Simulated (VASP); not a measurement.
Input of a VASP 6.6.1 run:

Contents of INCAR:

```
SYSTEM = Cu3N
PREC = Accurate
ENCUT = 520
EDIFF = 1E-7
ISMEAR = 1
SIGMA = 0.1
LREAL = .FALSE.
LASPH = .TRUE.
NELM = 80
ALGO = Normal
ISIF = 2
LWAVE = .FALSE.
LCHARG = .FALSE.
LMAXMIX = 4
GGA = PE
NBANDS = 27
```

KPOINTS

```
regular mesh
0
G
  10 10 10
  0 0 0
```

File POSCAR:

```
Cu3N                                    
1.0
    3.7705031986      0.0000000000      0.0000000000
    0.0000000000      3.7705031986      0.0000000000
    0.0000000000      0.0000000000      3.7705031986
  Cu              N             
     3     1
Direct
     0.5000000000000000    0.0000000000000000    0.0000000000000000
     0.0000000000000000    0.5000000000000000    0.0000000000000000
     0.0000000000000000    0.0000000000000000    0.5000000000000000
     0.0000000000000000    0.0000000000000000    0.0000000000000000
```

Contents of KPOINTS_OPT:

```
explicit points
158
Reciprocal
 0.0000000000  0.0000000000  0.0000000000 1
 0.0000000000  0.0357142857  0.0000000000 1
 0.0000000000  0.0714285714  0.0000000000 1
 0.0000000000  0.1071428571  0.0000000000 1
 0.0000000000  0.1428571429  0.0000000000 1
 0.0000000000  0.1785714286  0.0000000000 1
[... 150 lines left out ...]
 0.0149953300  0.4850046700  0.0000000000 1
-0.0149953300  0.5149953300  0.0000000000 1
```

Potentials or basis: VASP PAW PBE potentials, release 64 (Cu, N).

The run is started by

```bash
$ cat potpaw_PBE.64/Cu/POTCAR potpaw_PBE.64/N/POTCAR > POTCAR
$ mpirun -np 1 vasp_std > vasp.out
```

Estimate the band gap on the k mesh.

0.10 eV, indirect (least direct gap 0.64 eV).

Predict the pressure.

6.4 GPa.

Predict the band gap along the path.

0.10 eV, indirect (least direct gap 0.64 eV).

Levels at the corners of the path, in eV from the valence-band top:
| point | band 17 | band 18 | band 19 | band 20 | band 21 | band 22 |
| --- | --- | --- | --- | --- | --- | --- |
| Γ | -1.91 | -1.91 | -1.87 | 1.09 | 5.43 | 5.43 |
| X | -1.91 | -1.48 | -1.48 | 1.67 | 3.37 | 7.00 |
| X | -1.91 | -1.48 | -1.48 | 1.67 | 3.37 | 7.00 |
| M | -1.12 | -1.12 | -0.73 | 0.10 | 3.71 | 4.91 |
| M | -1.12 | -1.12 | -0.73 | 0.10 | 3.71 | 4.91 |
| Γ | -1.91 | -1.91 | -1.87 | 1.09 | 5.43 | 5.43 |
| Γ | -1.91 | -1.91 | -1.87 | 1.09 | 5.43 | 5.43 |
| R | 0.00 | 0.00 | 0.00 | 0.71 | 0.71 | 0.71 |
| R | 0.00 | 0.00 | 0.00 | 0.71 | 0.71 | 0.71 |
| X | -1.91 | -1.48 | -1.48 | 1.67 | 3.37 | 7.00 |
| M | -1.12 | -1.12 | -0.73 | 0.10 | 3.71 | 4.91 |
| R | 0.00 | 0.00 | 0.00 | 0.71 | 0.71 | 0.71 |

PBE gaps usually lie below the measured ones, often by a third to a half.
